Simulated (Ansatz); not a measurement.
## LiNbO3: relaxation step by step

A trial structure of LiNbO3 was built thus: random cell by space group and Wyckoff sites (P6/mmm, No. 191). Lengths were set from tabulated atomic sizes, so they are only a guess.

```
Li Nb O
1.0
     3.33122    0.00000    0.00000
    -1.66561    2.88492    0.00000
     0.00000    0.00000    5.87169
Li Nb O
1 1 3
Direct
  0.00000 0.00000 0.00000
  0.00000 0.00000 0.50000
  0.50000 0.00000 0.50000
  0.00000 0.50000 0.50000
  0.50000 0.50000 0.50000
```

Level of theory: DFT PBE, scalar-relativistic, plane waves, PAW in Ansatz. Cutoff 420 eV, Gaussian smearing, Γ-centred meshes. Cell and atoms relax first on a coarse mesh and then on a finer one. In between, the cell is made exact in the group found at 0.06 Å. In metals the finer mesh still leaves noise of several meV/atom or more. The steps can't lower the symmetry of their start. No spin polarisation.

Steps on the 6×6×4 mesh (5 atoms, 14 steps). The free energy counts from the last step; some steps are skipped; the plane-wave basis is renewed at times, which shifts energy and pressure.

```csv
step,ΔF (meV/atom),V (Å³/atom),P (GPa)
1,3897.3,11.29,201.38
2,2213.3,12.43,125.52
4,544.6,14.79,34.84
5,275.6,15.53,9.77
7,239.3,15.72,-0.83
8,238.8,15.60,-0.02
10,7.2,16.60,2.40
11,6.4,17.05,0.30
13,0.3,17.14,0.02
14,0.0,17.14,0.02
```

The relaxed structure, after a last relaxation on the converged mesh:

```xyz
5
Lattice="4.1951 0.0000 0.0000 -2.0976 3.6331 0.0000 0.0000 0.0000 5.6344" Properties=species:S:1:pos:R:3 pbc="T T T"
Li    0.0000    0.0000    0.0000
Nb    0.0000    0.0000    2.8172
O     2.0976    0.0000    2.8172
O    -1.0488    1.8166    2.8172
O     1.0488    1.8166    2.8172
```

The symmetry stays P6/mmm (No. 191). The volume per atom grows by 52.2 %, from 11.3 to 17.2 Å³. The shortest distance goes from 1.67 Å (Nb–O and O–O) to 2.10 Å (Nb–O and O–O). The ratio c/a of the conventional cell changes by a factor of 0.76. The energy falls by about 3.9 eV/atom (the start's value is from the coarse mesh). Li has 2 Nb at 2.82 Å; Nb has 6 O at 2.10 Å and 2 Li at 2.82 Å; O is surrounded by 2 Nb at 2.10 Å and 4 O at 2.10 Å.

```
Volume per atom                            : 17.18 Å³
Density                                    : 2.86 g/cm³
Formation energy                           : −0.57 eV/atom
Gap on the 12×12×8 mesh of the 5-atom cell : 0 eV (a metal)
```

Formation energies are uncorrected and refer to the elements' standard structures at the same level (O₂ as a molecule).

The last run used Gaussian smearing of 0.10 eV. A structure relaxed within its symmetry needn't be a true minimum. In all, the 3 runs took 53 s on 1 thread of Arm Neoverse V2 (shared host). Another cell of LiNbO3 relaxed alike, in R3c (a measured cell (COD)), lies 2.00 eV/atom lower, so this cell isn't the stable form at this level.
